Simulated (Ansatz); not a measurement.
## Au: pressure and energy above lowest point against volume per atom

Results calculated with Ansatz 0.2.0 development build, not measured. Equation of state of a cubic crystal from periodic Kohn-Sham density functional theory without spin; pressure corrected for the finite basis.

Cell of the first row (space group Fd-3m, No. 227):
```
CELL_PARAMETERS angstrom
0.00000 3.01880 3.01880
3.01880 0.00000 3.01880
3.01880 3.01880 0.00000
ATOMIC_POSITIONS crystal
Au 0.00000 0.00000 0.00000
Au 0.25000 0.25000 0.25000
```

Settings of every row: formula Au; structure type diamond; functional PBE; spin treatment none; k mesh 31x31x31; occupation method fermi-dirac; occupation width 0.061225619 eV; wave cutoff 420 eV; datasets soft-1 PAW; density cutoff ratio 4.

Limits: a cubic model structure, not a phase known at ambient conditions; no spin-orbit coupling, which can matter with elements this heavy.

```csv
row,volume per atom (Å³),pressure (GPa),energy above lowest point (meV/atom)
1,27.509,3.858,19.48
2,28.095,2.379,8.15
3,28.68,?,?
4,29.265,-0.038,0
5,29.851,-1.019,1.97
6,30.436,-1.873,7.29
7,31.021,-2.616,15.52
```

Question: what pressure and energy above lowest point should row 3 give?

Worked fit of pressure. Take u = (V_r/V)^(2/3) − 1 with V_r = 29.558 Å³ an atom, which is twice the finite (Eulerian) strain; such expansions in the strain, on which the Birch-Murnaghan equation of state is built, carry the rest volume and the bulk modulus. The shown rows have u = 0.04906, 0.03442, 0.00666, -0.00655, -0.01933, -0.03169. Least squares give pressure = −0.5451 + 74.288 × u + 295.32 × u² + 406.6 × u³ GPa; a parabola predicts inner rows, each left out in turn, worse (root mean square 0.0082 against 0.0017 GPa). The rows lie off it by 0.000, 0.001, -0.001, 0.000, 0.001, 0.000. The pressure vanishes at u = 0.0071, or V = 29.24 Å³ an atom, and there the bulk modulus at fixed shape and fractions is B = −V dP/dV = (2/3)(1 + u) dP/du = 52.7 GPa. The withheld row has u = 0.02031, so the fit gives −0.5451 + 74.288 × (0.02031) + 295.32 × (0.02031)² + 406.6 × (0.02031)³ = 1.089 GPa.

The calculation gave 1.088 GPa. The fit lies 0.001 GPa (0.015 % of the column's range) above it, one unit of the last digit.

Worked fit of energy above lowest point. Take u = (V_r/V)^(2/3) − 1 with V_r = 29.558 Å³ an atom, which is twice the finite (Eulerian) strain; such expansions in the strain, on which the Birch-Murnaghan equation of state is built, carry the rest volume and the bulk modulus. The shown rows have u = 0.04906, 0.03442, 0.00666, -0.00655, -0.01933, -0.03169. Least squares give energy above lowest point = 0.536 − 150.54 × u + 10471.7 × u² + 9529 × u³ meV/atom; a parabola predicts inner rows, each left out in turn, worse (root mean square 0.19 against 0.0017 meV/atom). All shown rows lie on it to the printed digit. Its lowest point lies at u = 0.0071, or V = 29.25 Å³ an atom, and the curvature there gives the bulk modulus at fixed shape and fractions, B = (4/9)(1 + u)² E″(u)/V = 52.7 GPa. The withheld row has u = 0.02031, so the fit gives 0.536 − 150.54 × (0.02031) + 10471.7 × (0.02031)² + 9529 × (0.02031)³ = 1.88 meV/atom.

The calculation gave 1.87 meV/atom. The fit lies 0.01 meV/atom (0.051 % of the column's range) above it, one unit of the last digit.
